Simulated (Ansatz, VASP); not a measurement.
# One calculation of Hg, two programs

```
Hg
1.0
     3.10915    0.00000    0.00000
    -1.55458    2.69261    0.00000
     0.00000    0.00000    5.08304
Hg
2
Direct
  0.33333 0.66667 0.25000
  0.66667 0.33333 0.75000
```

Change from the starting cell: volume scaled by 0.68, LAPW.

Alike in both runs: task single point; functional PBE; k mesh 14 × 14 × 8; occupations fermi-dirac, width 0.05 eV; no spin polarisation.

|  | VASP | Ansatz |
| --- | --- | --- |
| version | VASP 6.6.1 | Ansatz 0.2.0 |
| potentials or method | VASP PAW PBE potentials, release 64 (Hg), cutoff 520 eV | all-electron LAPW, scalar-relativistic |

|  | VASP | Ansatz | Ansatz less VASP |
| --- | --- | --- | --- |
| pressure (GPa) | 11.8 | 11.2 | -0.59 |

Ansatz ran all-electron here, so the differences hold the error of VASP's frozen core and of both bases.

Spin-orbit coupling is left out, which matters for the levels of Hg.
